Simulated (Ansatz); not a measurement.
Input and command of a calculation in Ansatz (plane waves; scalar-relativistic PAW potentials unless the input names others):

```yaml
crystal:
  lattice:
    - [3.2239360526, 0.0, 0.0]
    - [-1.6119680263, 2.7920105217, 0.0]
    - [0.0, 0.0, 6.1853074705]
  atoms:
    - { symbol: Ta, position: [0.3333333333, 0.6666666667, 0.0299665238] }
    - { symbol: Ta, position: [0.6666666667, 0.3333333333, 0.5299665238] }
    - { symbol: "N", position: [0.3333333333, 0.6666666667, 0.3550334762] }
    - { symbol: "N", position: [0.6666666667, 0.3333333333, 0.8550334762] }
basis:
  ecutwfc: 420
kpoints:
  mp_grid: { grid: [18, 18, 8] }
hamiltonian:
  xc: pbe
scf:
  occupations: { method: gaussian, width: 0.1 }
  initial_density: { chi_scale: 0.0 }
output:
  forces: true
  eigenvalues: true
  stress: true
relax:
  adjacent_minimum: "off"
  f_tol: 0.01
  max_steps: 30
  cell: { stress_tol: 0.1, fix: [volume] }
```

```bash
ansatz run input.yaml --threads 1 --pin off --max-ram 2560MiB --backend cpu --events-out ev --progress --plain --runs-dir out
```

Abridged log:
```
Pseudopotentials: kind: paw
Pseudopotential: Ta, paw, valence charge 13, recommended cutoff 420 eV (normal)
Pseudopotential: N, paw, valence charge 5, recommended cutoff 420 eV (normal)
Functional definition: PBE
Crystal: 4 atoms, lattice volume = 55.676 Å³
Basis set: ecut = 420 eV, 1089 PW (Γ), exchange–correlation on 48×48×90 points (8 copies of the dense FFT grid, shifted against one another)
Bands: 22, of which v1, the nominal top of the filled ones, is band 18 counted from 1 (17 counted from 0)
Symmetry: 12 space group operations
Space group: P63mc (ITA 186), of the structure as read, at distance tolerance 3.8e-5 Å
k-points: 185 of 2592 (time reversal used)
Initial density: superposition of atomic densities (chi_scale 0, normalization cell)
Initial wavefunctions: pseudopotential atomic-orbital guess
Functional: x = pbe(κ = 0.804, μ = 0.21951497), c = pbe(β = 0.06672455)
SCF iter   1: F=—  HF=-20639.769302 eV  |F-HF|=—  |Δ(HF+E_count)|=         —  Δρ=1.59e-1  dr2=1.79e1  ethr=3.10e-3  ⟨swp⟩=4.7  Hψ=16848  notcnv=0
SCF iter   2: F=—  HF=-20635.512851 eV  |F-HF|=—  |Δ(HF+E_count)|=    4.26e0  Δρ=4.49e-2  dr2=6.15e-1  ethr=3.10e-3  ⟨swp⟩=3.9  Hψ=11415  notcnv=0  defer=1
SCF iter   3: F=—  HF=-20635.446271 eV  |F-HF|=—  |Δ(HF+E_count)|=   6.66e-2  Δρ=2.59e-2  dr2=2.11e-1  ethr=1.71e-3  ⟨swp⟩=1.7  Hψ=5743  notcnv=0
SCF iter   4: F=—  HF=-20635.418935 eV  |F-HF|=—  |Δ(HF+E_count)|=   2.73e-2  Δρ=2.52e-3  dr2=3.71e-3  ethr=5.86e-4  ⟨swp⟩=2.9  Hψ=6542  notcnv=0
SCF iter   5: F=—  HF=-20635.419493 eV  |F-HF|=—  |Δ(HF+E_count)|=   5.58e-4  Δρ=5.73e-4  dr2=2.59e-4  ethr=1.03e-5  ⟨swp⟩=2.5  Hψ=6308  notcnv=0
SCF iter   6: F=—  HF=-20635.419494 eV  |F-HF|=—  |Δ(HF+E_count)|=   8.45e-7  Δρ=1.43e-4  dr2=1.25e-5  ethr=7.18e-7  ⟨swp⟩=2.0  Hψ=5473  notcnv=0
SCF iter   7: F=—  HF=-20635.419495 eV  |F-HF|=—  |Δ(HF+E_count)|=   1.82e-6  Δρ=2.51e-5  dr2=2.71e-7  ethr=3.48e-8  ⟨swp⟩=2.0  Hψ=5707  notcnv=0
SCF iter   8: F=-20635.419496 eV  HF=-20635.419496 eV  |F-HF|=9.28e-10  |Δ(HF+E_count)|=   1.04e-7  Δρ=4.25e-6  dr2=1.03e-8  ethr=2.78e-10  ⟨swp⟩=6.0  Hψ=18825  notcnv=0
SCF 1 converged in 8 iterations: F = -20635.419496 eV  dr2 = 1.03e-8
relax step   1: F+E_penalty+E_count = -20635.41949553 eV  Δ(F+E_penalty+E_count) = +0.000e0 eV  max|allowed force component| = 3.931e-2 eV/Å  Δτ_max = 0.0000 Å  P = -12.788 GPa  Ω = 55.676 Å³  fix = [volume]  reactions: volume -12.788 GPa (8 SCF iters, dr2 threshold 1.00e-7 eV, accepted)
Basis set: ecut = 420 eV, 1113 PW (Γ), exchange–correlation on 48×48×90 points (8 copies of the dense FFT grid, shifted against one another)
Initial density: handed on by an earlier stage of this run
Initial wavefunctions: those handed on with the density
   ...
SCF iter   2: F=—  HF=-20635.421701 eV  |F-HF|=—  |Δ(HF+E_count)|=   2.66e-6  Δρ=1.08e-4  dr2=4.76e-6  ethr=4.87e-8  ⟨swp⟩=2.0  Hψ=5195  notcnv=0
SCF iter   3: F=—  HF=-20635.421700 eV  |F-HF|=—  |Δ(HF+E_count)|=   8.61e-7  Δρ=4.17e-5  dr2=1.07e-6  ethr=1.32e-8  ⟨swp⟩=2.9  Hψ=6040  notcnv=0
SCF iter   4: F=-20635.421700 eV  HF=-20635.421700 eV  |F-HF|=1.38e-8  |Δ(HF+E_count)|=   2.31e-7  Δρ=8.78e-6  dr2=4.09e-8  ethr=5.42e-10  ⟨swp⟩=3.0  Hψ=16744  notcnv=0
SCF 3 converged in 4 iterations: F = -20635.421700 eV  dr2 = 4.09e-8
relax step   3: F+E_penalty+E_count = -20635.42169962 eV  Δ(F+E_penalty+E_count) = -8.680e-5 eV  max|allowed force component| = 3.404e-3 eV/Å  Δτ_max = 0.0007 Å  P = -12.364 GPa  Ω = 55.676 Å³  energy of the carried Pulay correction = -2.079e-17 eV  fix = [volume]  reactions: volume -12.364 GPa (4 SCF iters, dr2 threshold 1.95e-7 eV, accepted)
Initial wavefunctions: pseudopotential atomic-orbital guess (no wavefunctions were taken with the density)
SCF iter   1: F=—  HF=-20635.421692 eV  |F-HF|=—  |Δ(HF+E_count)|=         —  Δρ=1.07e-4  dr2=2.15e-7  ethr=1.86e-8  ⟨swp⟩=3.4  Hψ=30271  notcnv=0
SCF iter   2: F=—  HF=-20635.421716 eV  |F-HF|=—  |Δ(HF+E_count)|=   2.35e-5  Δρ=5.46e-5  dr2=6.45e-8  ethr=5.98e-10  ⟨swp⟩=1.8  Hψ=4462  notcnv=0
SCF iter   3: F=—  HF=-20635.421723 eV  |F-HF|=—  |Δ(HF+E_count)|=   7.70e-6  Δρ=1.87e-6  dr2=1.72e-9  ethr=1.79e-10  ⟨swp⟩=2.4  Hψ=5754  notcnv=0
SCF iter   4: F=—  HF=-20635.421723 eV  |F-HF|=—  |Δ(HF+E_count)|=   3.78e-9  Δρ=9.39e-7  dr2=5.49e-10  ethr=1.00e-12  ⟨swp⟩=5.6  Hψ=16813  notcnv=0
SCF iter   5: F=-20635.421723 eV  HF=-20635.421723 eV  |F-HF|=1.46e-11  |Δ(HF+E_count)|=  3.27e-11  Δρ=2.39e-7  dr2=2.28e-11  ethr=1.00e-12  ⟨swp⟩=3.0  Hψ=15179  notcnv=0
SCF 4 converged in 5 iterations: F = -20635.421723 eV  dr2 = 2.28e-11
SCF converged after 5 iterations
Free energy (F): -20635.421723 eV
Harris-Foulkes:  -20635.421723 eV  (|F-HF|=1.46e-11)
Internal energy: -20635.417592 eV  (E = F + TS)
E sigma→0 (E₀):  -20635.419658 eV
Entropy (-TS):   -0.004131 eV (-1.033 meV/atom)
Fermi energy:    15.224646 eV
--- Forces (eV/Å), atoms counted from 1 ---
  atom   1  Ta     0.00000000     0.00000000     0.00338176
  atom   2  Ta     0.00000000     0.00000000     0.00338176
  atom   3  N      0.00000000     0.00000000    -0.00338170
  atom   4  N      0.00000000     0.00000000    -0.00338170
--- Stress (GPa, compression-positive) ---
      -12.347019       0.000000       0.000000
        0.000000     -12.347019       0.000000
        0.000000       0.000000     -12.399905
  P = ⅓ Tr σ = -12.3646 GPa (-123.646 kbar)
--- Relaxed structure (3 steps of the walk, 3 accepted, 1 SCFs on fresh bases) ---
  F+E_penalty+E_count = -20635.42172327 eV   max|allowed force component| = 3.382e-3 eV/Å   (the final SCF, on the basis selected at the relaxed cell)
  cell:  # Å, volume = 55.6756 Å³
    - [3.23368970, 0.0, 0.0]
    - [-1.61684485, 2.80045743, 0.0]
    - [0.0, 0.0, 6.14805072]
  atoms:
    - { symbol: Ta, position: [0.33333333, 0.66666666, 0.02943833] }
    - { symbol: Ta, position: [0.66666666, 0.33333333, 0.52943833] }
    - { symbol: N, position: [0.33333333, 0.66666666, 0.35556166] }
    - { symbol: N, position: [0.66666666, 0.33333333, 0.85556166] }
```

Apart from outputs and empty bands, the input differs from a reference run on usual settings in scf.initial_density.chi_scale: not typed → 0.0. The reference, at the same start, ended its own course with pressure -12.36 GPa, largest force 0.003 eV/Å, no gap on the mesh. This run converged in 22 SCF iterations over all its steps (reference: 20) with an energy at zero smearing within 0.01 meV/atom of the reference's, pressure -12.36 GPa, largest force 0.003 eV/Å, no gap on the mesh.

Time: 59 s on 1 thread of AMD EPYC 7R43 64-Core Processor (Zen 3), on a shared host, peak memory 0.55 GiB.